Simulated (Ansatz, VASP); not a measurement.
# CdTe in VASP and in Ansatz

File INCAR:

```
SYSTEM = CdTe
PREC = Accurate
ENCUT = 520
EDIFF = 1E-7
ISMEAR = 0
SIGMA = 0.05
LREAL = .False.
LASPH = .True.
NELM = 80
ALGO = Normal
ISIF = 2
LWAVE = .False.
LCHARG = .False.
GGA = PS
NBANDS = 16
```

File KPOINTS:

```
Automatic mesh
0
Gamma
  8 8 8
  0 0 0
```

Contents of POSCAR:

```
CdTe
1.0
    0.0000000000      3.3361184496      3.0692289736
    3.3361184496      0.0000000000      3.0692289736
    3.3361184496      3.3361184496      0.0000000000
Cd Te
1 1
Direct
    0.0000000000      0.0000000000      0.0000000000
    0.7500000000      0.7500000000      0.7500000000
```

Input for Ansatz:

```yaml
crystal:
  lattice:
    - [0.0, 3.3361184496, 3.0692289736]
    - [3.3361184496, 0.0, 3.0692289736]
    - [3.3361184496, 3.3361184496, 0.0]
  atoms:
    - { symbol: Cd, position: [0.0, 0.0, 0.0] }
    - { symbol: Te, position: [0.75, 0.75, 0.75] }
basis:
  ecutwfc: 420
kpoints:
  mp_grid: { grid: [8, 8, 8] }
hamiltonian:
  xc: pbesol
scf:
  occupations: { method: gaussian, width: 0.05 }
output:
  forces: true
  stress: true
  eigenvalues: true
```

Alike in both runs: task single point; functional PBEsol; k mesh 8 × 8 × 8; occupations gaussian, width 0.05 eV; no spin polarisation.

```csv
,VASP,Ansatz
version,VASP 6.6.1,Ansatz 0.2.0
potentials or method,"VASP PAW PBE potentials, release 64 (Cd, Te)","scalar-relativistic, plane waves, PAW"
plane-wave cutoff (eV),520,420
valence electrons in the cell,18,36
```

VASP gave:

| Quantity | Value |
| --- | --- |
| gap on the k mesh at the Fermi level (eV) | 0.48 |
| least direct gap on the mesh (eV) | 0.48 |
| pressure (GPa) | 0.0 |
| largest component of the traceless stress (GPa) | 0.80 |

**Question.** Which values does Ansatz return?

**Answer.** gap on the k mesh at the Fermi level (eV): 0.48; least direct gap on the mesh (eV): 0.48; pressure (GPa): -0.1; largest component of the traceless stress (GPa): 0.81.

The two sets of potentials don't hold the same shells in valence.

Caveats: the PAW data sets were made with another functional, which shifts forces and pressure a little (VASP); spin-orbit coupling is left out, which moves the levels of the heavy elements.
